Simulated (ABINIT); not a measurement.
# TiO2 (P4_2/mnm) in ABINIT: reference runs

Aim: a first look at TiO2 with PBE, on the cell as given and on a disturbed one.

Program: ABINIT 10.8.3 (patched build). These are calculated values, not measurements. Logs are shortened: lines on timing, memory, paths and dates and some standing lists are left out, and cuts for length are marked. The log counts tension as positive stress, the text compression.

### 1 The crystal as given

The structure is tetragonal, space group P4_2/mnm (No. 136). The conventional cell has a = 4.600 Å, b = 4.600 Å, c = 2.959 Å, α = 90.00°, β = 90.00°, γ = 90.00°. Around Ti (site symmetry mmm) lie 6 O at 1.95 to 1.98 Å. O (site symmetry m2m) has 3 Ti at 1.95 to 1.98 Å as nearest neighbours.

The cell is a database's computed one.

### 2 Single point, PBE

The input, run.abi:

```
pp_dirpath "./"
pseudos "Ti.GGA_PBE-JTH.xml, O.GGA_PBE-JTH.xml"

acell 3*1.0 Angstrom
rprim
     4.5998373239     0.0000000000     0.0000000000
     0.0000000000     4.5998373239     0.0000000000
     0.0000000000     0.0000000000     2.9592135600
ntypat 2
znucl 22 8
natom 6
typat 1 1 2 2 2 2
xred
     0.0000000000     0.0000000000     0.5000000000
     0.5000000000     0.5000000000     0.0000000000
     0.3043213200     0.3043213200     0.5000000000
     0.1956786800     0.8043213200     0.0000000000
     0.8043213200     0.1956786800     0.0000000000
     0.6956786800     0.6956786800     0.5000000000

ecut 23.0
pawecutdg 45.0
pawxcdev 0

kptopt 1
ngkpt 6 6 9
nshiftk 1
shiftk 0.0 0.0 0.0

ixc 11

nband 29
occopt 3
tsmear 0.05 eV

nstep 100
tolvrs 1.0e-9

iomode 3
prtwf 0
prteig 0
prtebands 0
prtden 1
prtvha 1
prtvclmb 1
prtpot 1
```

Potentials or basis: JTH PAW PBE v2.0.

The run is started by

```
$ abinit run.abi > log 2>&1
```

run.abo:

```text
.Version 10.8.3 of ABINIT
 Symmetries : space group P4_2/m n m (#136); Bravais tP (primitive tetrag.)
================================================================================
 Values of the parameters that define the memory need of the present run
     intxc =       0    ionmov =       0      iscf =      17    lmnmax =      18
     lnmax =       6     mgfft =      40  mpssoang =       3    mqgrid =    3001
     natom =       6  nloc_mem =       2    nspden =       1   nspinor =       1
    nsppol =       1      nsym =      16    n1xccc =       1    ntypat =       2
    occopt =       3   xclevel =       2
       mpw =        2256          nfft =       43200          nkpt =          50
 PAW method is used; the additional fine FFT grid is defined by:
   mgfftf=        54    nfftf =    104976
================================================================================
================================================================================

--------------------------------------------------------------------------------
------------- Echo of variables that govern the present computation ------------
--------------------------------------------------------------------------------
 -outvars: echo values of preprocessed input variables --------
            acell      1.8897261259E+00  1.8897261259E+00  1.8897261259E+00 Bohr
              amu      4.78800000E+01  1.59994000E+01
             ecut      2.30000000E+01 Hartree
              ixc          11
         kptrlatt        6    0    0      0    6    0      0    0    9
          kptrlen      5.03289286E+01
            natom           6
            nband          29
            ngfft          40      40      27
          ngfftdg          54      54      36
             nkpt          50
            nstep         100
             nsym          16
           ntypat           2
           occopt           3
        pawecutdg      4.50000000E+01 Hartree
         pawxcdev           0
        prtebands           0
           prteig           0
           prtpot           1
         prtvclmb           1
           prtvha           1
            prtwf           0
            rprim      4.5998373239E+00  0.0000000000E+00  0.0000000000E+00
                       0.0000000000E+00  4.5998373239E+00  0.0000000000E+00
                       0.0000000000E+00  0.0000000000E+00  2.9592135600E+00
          spgroup         136
           tolvrs      1.00000000E-09
           tsmear      1.83746611E-03 Hartree
            typat      1  1  2  2  2  2
           useylm           1
           xangst      0.0000000000E+00  0.0000000000E+00  1.4796067800E+00
                       2.2999186620E+00  2.2999186620E+00  0.0000000000E+00
                       1.3998285662E+00  1.3998285662E+00  1.4796067800E+00
[... 203 lines left out ...]
 Eigenvalues (hartree) for nkpt=  50  k points:
 kpt#   1, nband= 29, wtk=  0.00309, kpt=  0.0000  0.0000  0.0000 (reduced coord)
  -1.91542   -1.91478   -1.04506   -1.04506   -1.03902   -1.03902   -1.03745   -1.03624
  -0.49407   -0.45134   -0.42425   -0.42425   -0.03652   -0.02107   -0.00533    0.03517
   0.03517    0.08153    0.08153    0.10255    0.14931    0.15847    0.15847    0.17503
   0.24334    0.25392    0.26308    0.26670    0.26670
      occupation numbers for kpt#   1
   2.00000    2.00000    2.00000    2.00000    2.00000    2.00000    2.00000    2.00000
   2.00000    2.00000    2.00000    2.00000    2.00000    2.00000    2.00000    2.00000
   2.00000    2.00000    2.00000    2.00000    2.00000    2.00000    2.00000    2.00000
   0.00000    0.00000    0.00000    0.00000    0.00000
 prteigrs : prtvol=0 or 1, do not print more k-points.

--- !EnergyTerms
iteration_state     : {dtset: 1, }
comment             : Components of total free energy in Hartree
kinetic             :  4.57919822419766E+01
hartree             :  4.17830412748184E+01
xc                  : -1.84106036588787E+01
Ewald energy        : -1.32043813524104E+02
psp_core            :  7.87923614760158E+00
local_psp           : -1.31208561020957E+02
PAW spherical_terms :  3.95420465463045E+00
internal            : -1.82254513884913E+02
'-kT*entropy'       : -1.67147378314107E-11
total_energy        : -1.82254513884929E+02
total_energy_eV     : -4.95939797239632E+03
...

--- !EnergyTermsDC
iteration_state     : {dtset: 1, }
comment             : '"Double-counting" decomposition of free energy'
band_energy         : -2.20942698692560E+01
Ewald energy        : -1.32043813524104E+02
psp_core            :  7.87923614760158E+00
xc_dc               : -3.74589909887394E+01
PAW spherical_terms :  1.46330706104695E+00
internal            : -1.82254531173451E+02
'-kT*entropy'       : -1.67147378314107E-11
total_energy_dc     : -1.82254531173468E+02
total_energy_dc_eV  : -4.95939844284142E+03
...

--- !EnergyTermsWithPAWCore
iteration_state     : {dtset: 1, }
comment             : 'Components of total free energy, including PAW core contributions'
Total energy        : -2.00902300919291E+03
Total energy DC     : -2.00902302648144E+03
Total energy (eV)   : -5.46683010802112E+04
Total energy DC (eV): -5.46683015506563E+04
...

 Cartesian components of stress tensor (hartree/bohr^3)
  sigma(1 1)= -1.57746775E-04  sigma(3 2)=  0.00000000E+00
  sigma(2 2)= -1.57746775E-04  sigma(3 1)=  0.00000000E+00
  sigma(3 3)= -1.39418470E-04  sigma(2 1)=  0.00000000E+00

-Cartesian components of stress tensor (GPa)         [Pressure=  4.4613E+00 GPa]
- sigma(1 1)= -4.64107036E+00  sigma(3 2)=  0.00000000E+00
- sigma(2 2)= -4.64107036E+00  sigma(3 1)=  0.00000000E+00
- sigma(3 3)= -4.10183299E+00  sigma(2 1)=  0.00000000E+00

== END DATASET(S) ==============================================================
================================================================================

 -outvars: echo values of variables after computation  --------
            acell      1.8897261259E+00  1.8897261259E+00  1.8897261259E+00 Bohr
           etotal     -1.8225453117E+02
            fcart     -2.2587545260E-21 -2.2587545260E-21 -0.0000000000E+00
                      -2.2587545260E-21 -2.2587545260E-21 -0.0000000000E+00
                      -9.1409599307E-05 -9.1409599307E-05 -0.0000000000E+00
                       9.1409599307E-05 -9.1409599307E-05 -0.0000000000E+00
                      -9.1409599307E-05  9.1409599307E-05 -0.0000000000E+00
                       9.1409599307E-05  9.1409599307E-05 -0.0000000000E+00
            rprim      4.5998373239E+00  0.0000000000E+00  0.0000000000E+00
                       0.0000000000E+00  4.5998373239E+00  0.0000000000E+00
                       0.0000000000E+00  0.0000000000E+00  2.9592135600E+00
           strten     -1.5774677508E-04 -1.5774677508E-04 -1.3941846958E-04
                       0.0000000000E+00  0.0000000000E+00  0.0000000000E+00
           xangst      0.0000000000E+00  0.0000000000E+00  1.4796067800E+00
                       2.2999186620E+00  2.2999186620E+00  0.0000000000E+00
                       1.3998285662E+00  1.3998285662E+00  1.4796067800E+00
                       9.0009009576E-01  3.6997472281E+00  0.0000000000E+00
                       3.6997472281E+00  9.0009009576E-01  0.0000000000E+00
                       3.2000087577E+00  3.2000087577E+00  1.4796067800E+00
             xred      0.0000000000E+00  0.0000000000E+00  5.0000000000E-01
                       5.0000000000E-01  5.0000000000E-01  0.0000000000E+00
                       3.0432132000E-01  3.0432132000E-01  5.0000000000E-01
                       1.9567868000E-01  8.0432132000E-01  0.0000000000E+00
                       8.0432132000E-01  1.9567868000E-01  0.0000000000E+00
                       6.9567868000E-01  6.9567868000E-01  5.0000000000E-01
 Calculation completed.
```

It took 3.4 min on 1 thread of Arm Neoverse V2, shared host; peak memory 0.22 GiB.

Results:

| Quantity | Value |
| --- | --- |
| Free energy | -4959.3984 eV |
| Pressure | 4.5 GPa |
| Largest force | 0.007 eV/Å |
| Band gap on the k mesh | 1.86 eV, direct |

Forces in eV/Å, atoms in the order of the input:
```
Ti   0.000  0.000  0.000
Ti   0.000  0.000  0.000
O   -0.005 -0.005  0.000
O    0.005 -0.005  0.000
O   -0.005  0.005  0.000
O    0.005  0.005  0.000
```

Levels at points of the mesh, in eV from the valence-band top:
```
           k point  band 21  band 22  band 23  band 24  band 25  band 26  band 27  band 28
(0.00, 0.00, 0.00)    -0.70    -0.45    -0.45     0.00     1.86     2.15     2.40     2.49
(0.50, 0.00, 0.00)    -1.64    -1.64    -0.74    -0.74     2.53     2.53     3.02     3.02
(0.50, 0.50, 0.00)    -1.30    -1.30    -1.07    -1.07     1.89     1.89     2.52     2.52
```

Caveat: an odd mesh through Γ misses points on the zone boundary, where band edges often lie; the atomic spheres overlap.

### 3 Single point, PBE (atoms moved at random, drawn with an rms of 0.05 Å)

The input, run.abi:

```
pp_dirpath "./"
pseudos "Ti.GGA_PBE-JTH.xml, O.GGA_PBE-JTH.xml"

acell 3*1.0 Angstrom
rprim
     4.5998373239     0.0000000000     0.0000000000
     0.0000000000     4.5998373239     0.0000000000
     0.0000000000     0.0000000000     2.9592135600
ntypat 2
znucl 22 8
natom 6
typat 1 1 2 2 2 2
xcart
    -0.0328980365     0.0348391679     1.4719779274
     2.2625357840     2.3487459351    -0.0102536750
     1.4100157339     1.3962438210     1.4689210598
     0.8706066105     3.7159785821     0.0143729003
     3.6592395887     0.8930998150     0.0208032713
     3.2157278738     3.2459488050     1.5088941166 Angstrom
chkprim 0
chksymtnons 0
tolsym 1.0e-6

ecut 625.861884 eV
pawecutdg 45.0
pawxcdev 0

kptopt 1
ngkpt 6 6 9
nshiftk 1
shiftk 0.0 0.0 0.0

ixc 11

nband 29
occopt 3
tsmear 0.05 eV

nstep 100
tolvrs 1.0e-9

iomode 3
prtwf 0
prteig 0
prtebands 0
enunit 1
prtden 1
prtvha 1
prtvclmb 1
prtpot 1
```

Potentials or basis: JTH PAW PBE v2.0.

The run is started by

```
$ abinit run.abi > log 2>&1
```

Run time: 15 min. Hardware: 1 thread of Arm Neoverse V1, shared host; peak memory 0.39 GiB.

Results (log left out):

| Quantity | Value |
| --- | --- |
| Free energy | -4959.3630 eV |
| Pressure | 4.4 GPa |
| Largest force | 0.848 eV/Å |
| Band gap on the k mesh | 1.79 eV, indirect (least direct gap 1.82 eV) |

Forces in eV/Å, atoms in the order of the input:
```
Ti  -0.030  0.102  0.018
Ti   0.055 -0.085 -0.028
O    0.057  0.440  0.252
O    0.358 -0.237 -0.002
O    0.130  0.389 -0.088
O   -0.569 -0.610 -0.153
```

Stress tensor (GPa, compression positive):
```
 4.64  0.18 -0.32
 0.18  4.47 -0.58
-0.32 -0.58  3.98
```

Levels at points of the mesh, in eV from the valence-band top:
| k point | band 20 | band 21 | band 22 | band 23 | band 24 | band 25 | band 26 | band 27 | band 28 | band 29 |
| --- | --- | --- | --- | --- | --- | --- | --- | --- | --- | --- |
| (0.00, 0.00, 0.00) | -2.01 | -0.74 | -0.51 | -0.49 | 0.00 | 1.82 | 2.11 | 2.37 | 2.46 | 2.52 |
| (0.50, 0.00, 0.00) | -3.00 | -1.78 | -1.57 | -0.80 | -0.70 | 2.38 | 2.55 | 2.93 | 3.15 | 3.44 |
| (0.00, 0.50, 0.00) | -3.03 | -1.70 | -1.64 | -0.76 | -0.73 | 2.38 | 2.54 | 2.97 | 3.11 | 3.44 |
| (0.50, 0.50, 0.00) | -2.14 | -1.36 | -1.31 | -1.14 | -1.09 | 1.79 | 1.94 | 2.47 | 2.54 | 3.72 |

Caveat: an odd mesh through Γ misses points on the zone boundary, where band edges often lie; the atomic spheres overlap.

### 4 Comparison with measurements

Step 2. The gap isn't set beside the measured one, since this odd mesh misses points on the zone boundary.
